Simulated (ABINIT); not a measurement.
Planning a run of ABINIT 10.8.3 on GaN (P6_3mc). The input:

```
acell 3*1.0 Angstrom
rprim 
  3.190000000016 -0.000000000004 0.000000000000
  -1.595000000005 2.762621038088 0.000000000000
  0.000000000000 0.000000000000 5.189000000000
ntypat 2
znucl 31 7
natom 4
typat 1 1 2 2
xred 
  0.666666666667 0.333333333333 0.000000000000
  0.333333333333 0.666666666667 0.500000000000
  0.666666666667 0.333333333333 0.375000000000
  0.333333333333 0.666666666667 0.875000000000
pp_dirpath "pseudos"
pseudos "Ga.upf, N.upf"
ecut 45
ngkpt 3 3 2
nshiftk 1
shiftk 0 0 0
kptopt 1
chksymbreak 0
istwfk *1
occopt 1
irdwfk 1
optdriver 3
nband 89
ecuteps 5.6
inclvkb 2
awtr 1
symchi 1
gwcalctyp 1
nfreqre 0
nfreqim 16
indata_prefix "in"
outdata_prefix "out"
tmpdata_prefix "tmp"
```

The database entry behind the starting cell has ideal inner coordinates that were not refined, so it need not match the best structure at ambient conditions.

```sh
OMP_NUM_THREADS=1 mpirun -n 8 abinit run.abi > log
```

How long will it take on 8 MPI ranks of INTEL XEON PLATINUM 8581C at 2.10GHz (Emerald Rapids), shared host, and how much memory?

It took 16 s; on shared hardware allow 8.1 s to 32 s. Peak host memory was 1.4 GiB.

[Paths, hosts, dates, memory and timing lines, banners, echoed tables and standing remarks are left out of the program output.]

[Logs are printed without paths, hosts, clocks, repeated set-up lines and the standing remarks that a program may print on its own settings, such as how far it seeks lower states.]

[Runs of the session that timed out or met a known fault of the program may be left out.]

[Hosts, paths, dates, database ids (printed as entryN), source tags and the programs' standing remarks are cut or masked in the printed files.]

[G0W0 gaps are taken among the corrected bands and points alone; a level outside them can change the order at an edge.]

[Where Ansatz stands beside ABINIT at settings called matched, ABINIT's density can come from a denser mesh and the files from another edition; pairs whose starting gaps differed by over 0.03 eV were left out, so agreement reads better than it is.]
